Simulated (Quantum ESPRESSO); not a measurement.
A run of Quantum ESPRESSO 7.5:

File pw.in:

```
&CONTROL
  calculation = 'scf'
  prefix = 'pwscf'
  outdir = './tmp'
  pseudo_dir = './pseudo'
  tprnfor = .true.
  tstress = .true.
  disk_io = 'low'
/
&SYSTEM
  ibrav = 0
  A = 2.74323761
  nat = 1
  ntyp = 1
  ecutwfc = 80
  nbnd = 13
  occupations = 'smearing'
  smearing = 'fd'
  degauss = 0.00367493
/
&ELECTRONS
  conv_thr = 2d-10
  electron_maxstep = 120
  mixing_beta = 0.5
/
ATOMIC_SPECIES
Mo    95.9500 Mo.upf
CELL_PARAMETERS alat
  -0.5773502689    0.5773502689    0.5773502689
   0.5773502689   -0.5773502689    0.5773502689
   0.5773502689    0.5773502689   -0.5773502689
ATOMIC_POSITIONS alat
Mo     0.0000000000    0.0000000000    0.0000000000
K_POINTS automatic
12 12 12 0 0 0
```

The input bands.in:

```
&CONTROL
  calculation = 'bands'
  prefix = 'pwscf'
  outdir = './tmp'
  pseudo_dir = './pseudo'
  disk_io = 'low'
  verbosity = 'high'
/
&SYSTEM
  ibrav = 0
  A = 2.74323761
  nat = 1
  ntyp = 1
  ecutwfc = 80
  nbnd = 13
  occupations = 'smearing'
  smearing = 'fd'
  degauss = 0.00367493
/
&ELECTRONS
  conv_thr = 1d-08
  electron_maxstep = 120
  mixing_beta = 0.5
  diago_full_acc = .true.
/
ATOMIC_SPECIES
Mo    95.9500 Mo.upf
CELL_PARAMETERS alat
  -0.5773502689    0.5773502689    0.5773502689
   0.5773502689   -0.5773502689    0.5773502689
   0.5773502689    0.5773502689   -0.5773502689
ATOMIC_POSITIONS alat
Mo     0.0000000000    0.0000000000    0.0000000000
K_POINTS crystal
60
 0.0000000000  0.0000000000  0.0000000000 1
 0.0416666667 -0.0416666667  0.0416666667 1
 0.0833333333 -0.0833333333  0.0833333333 1
 0.1250000000 -0.1250000000  0.1250000000 1
 0.1666666667 -0.1666666667  0.1666666667 1
 0.2083333333 -0.2083333333  0.2083333333 1
 0.2500000000 -0.2500000000  0.2500000000 1
 0.2916666667 -0.2916666667  0.2916666667 1
 0.3333333333 -0.3333333333  0.3333333333 1
 0.3750000000 -0.3750000000  0.3750000000 1
 0.4166666667 -0.4166666667  0.4166666667 1
 0.4583333333 -0.4583333333  0.4583333333 1
 0.5000000000 -0.5000000000  0.5000000000 1
 0.4375000000 -0.4375000000  0.5000000000 1
 0.3750000000 -0.3750000000  0.5000000000 1
 0.3125000000 -0.3125000000  0.5000000000 1
 0.2500000000 -0.2500000000  0.5000000000 1
 0.1875000000 -0.1875000000  0.5000000000 1
 0.1250000000 -0.1250000000  0.5000000000 1
 0.0625000000 -0.0625000000  0.5000000000 1
 0.0000000000  0.0000000000  0.5000000000 1
 0.0000000000  0.0000000000  0.4444444444 1
 0.0000000000  0.0000000000  0.3888888889 1
 0.0000000000  0.0000000000  0.3333333333 1
 0.0000000000  0.0000000000  0.2777777778 1
 0.0000000000  0.0000000000  0.2222222222 1
 0.0000000000  0.0000000000  0.1666666667 1
 0.0000000000  0.0000000000  0.1111111111 1
 0.0000000000  0.0000000000  0.0555555556 1
 0.0000000000  0.0000000000  0.0000000000 1
 0.0227272727  0.0227272727  0.0227272727 1
 0.0454545455  0.0454545455  0.0454545455 1
 0.0681818182  0.0681818182  0.0681818182 1
 0.0909090909  0.0909090909  0.0909090909 1
 0.1136363636  0.1136363636  0.1136363636 1
 0.1363636364  0.1363636364  0.1363636364 1
 0.1590909091  0.1590909091  0.1590909091 1
 0.1818181818  0.1818181818  0.1818181818 1
 0.2045454545  0.2045454545  0.2045454545 1
 0.2272727273  0.2272727273  0.2272727273 1
 0.2500000000  0.2500000000  0.2500000000 1
 0.2708333333  0.1875000000  0.2708333333 1
 0.2916666667  0.1250000000  0.2916666667 1
 0.3125000000  0.0625000000  0.3125000000 1
 0.3333333333  0.0000000000  0.3333333333 1
 0.3541666667 -0.0625000000  0.3541666667 1
 0.3750000000 -0.1250000000  0.3750000000 1
 0.3958333333 -0.1875000000  0.3958333333 1
 0.4166666667 -0.2500000000  0.4166666667 1
 0.4375000000 -0.3125000000  0.4375000000 1
 0.4583333333 -0.3750000000  0.4583333333 1
 0.4791666667 -0.4375000000  0.4791666667 1
 0.5000000000 -0.5000000000  0.5000000000 1
 0.2500000000  0.2500000000  0.2500000000 1
 0.2083333333  0.2083333333  0.2916666667 1
 0.1666666667  0.1666666667  0.3333333333 1
 0.1250000000  0.1250000000  0.3750000000 1
 0.0833333333  0.0833333333  0.4166666667 1
 0.0416666667  0.0416666667  0.4583333333 1
 0.0000000000  0.0000000000  0.5000000000 1
```

Potentials or basis: PseudoDojo 0.4.1 SR PBEsol standard.

Run with:

```sh
$ OMP_NUM_THREADS=1 pw.x -in pw.in > pw.out
$ OMP_NUM_THREADS=1 pw.x -in bands.in > bands.out
```

Hardware: 1 thread of AMD EPYC 7B13 (Zen 3), with other jobs on the host.

Problem. Estimate the wall time of this run.

Solution. It took 16 s on 1 thread of AMD EPYC 7B13 (Zen 3), with other jobs on the host, peak memory 0.09 GiB. Counts: scf iterations 7, k pools 1, bands 13, k points 72, g dense 10425.
